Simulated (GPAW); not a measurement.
TiC:

```
Ti C
1.0
     3.04209    0.00000    0.00000
    -1.52104    2.63452    0.00000
     0.00000    0.00000    2.69797
Ti C
1 1
Direct
  0.00000 0.00000 0.50000
  0.33333 0.66667 0.00000
```

The cell was built by a generator and needn't be a form met in nature.

- Program: GPAW 26.7.0
- Task: relaxation of cell and atoms
- Functional: BLYP
- Dispersion: D3(BJ)
- Potentials or basis: PAW data sets generated in the run's folder for this functional
- Cutoff: 800 eV
- Basis: pw
- k mesh: 10 × 10 × 10
- Occupations: fermi-dirac, width 0.05 eV
- Spin: no spin polarisation

At the start: pressure -7.2 GPa; volume 10.81 Å³/atom.

Problem. Where does the relaxation end?

Solution. Over 5 steps the energy falls by 7.5 meV/atom and the volume is 10.46 Å³/atom (-3.3 %); space group P-6m2 (No. 187, to 0.05 Å).

The path:
```tsv
step	energy change (eV)	largest force (eV/Å)	pressure (GPa)	volume (Å³)
1	0.0000	0.0000	-7.20	21.62
2	-0.0079	0.0000	-5.06	21.40
3	-0.0143	0.0000	0.18	20.89
4	-0.0144	0.0000	0.03	20.90
5	-0.0149	0.0000	-0.24	20.91
```

Final structure:
```
CELL_PARAMETERS angstrom
3.00189 0.00000 0.00000
-1.50095 2.59971 0.00000
0.00000 0.00000 2.67969
ATOMIC_POSITIONS crystal
Ti 0.00000 0.00000 0.50000
C 0.33333 0.66667 0.00000
```

Caveat: later steps reuse the first step's grids.
